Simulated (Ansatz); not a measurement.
Rows from a G0W0 calculation on InGa3P4 (ordered model alloy, started on the GaP lattice) (Amm2) (Ansatz 0.2.0; G0W0 on LDA, plane waves, PAW; PAW set soft_1; 2×2×2 mesh, 933 empty bands, screening to 115 eV, PAW set soft_1 files), in eV. Spin-orbit coupling is left out.

```csv
row,k,band,start,Σx,Σc at the solution,Vxc
A,Γ,v3,7.235,-17.186,1.363,-15.515
B,Γ,c3,8.618,-9.262,-4.136,-13.865
C,Γ,c1,8.385,-9.930,-4.255,-14.728
D,Γ,v2,7.252,-17.309,1.377,-15.623
E,Γ,v1,7.354,-17.397,1.399,-15.687
F,Γ,c2,8.421,-8.261,-4.063,-12.699
```

Question: Work out each quasiparticle level and how far it moved.

The quasiparticle equation reads E = start + Σx + Σc(E) − Vxc.

```csv
row,E (eV),shift (eV)
A,6.926,−0.309
B,9.084,+0.466
C,8.928,+0.543
D,6.943,−0.309
E,7.043,−0.311
F,8.795,+0.374
```

The gap over the computed points goes from 1.03 eV to 1.75 eV.

Limits: not at the basis limit; no spin-orbit coupling; coarse k mesh.

[Paths, hosts, dates, memory and timing lines, banners, echoed tables and standing remarks are left out of the program output.]

[Logs are printed without paths, hosts, clocks, repeated set-up lines and the standing remarks that a program may print on its own settings, such as how far it seeks lower states.]

[Runs of the session that timed out or met a known fault of the program may be left out.]

[Cells called generated may have been cut or substituted from an entry of the Crystallography Open Database or the Materials Project.]

[Hosts, paths, dates, database ids (printed as entryN), source tags and the programs' standing remarks are cut or masked in the printed files.]
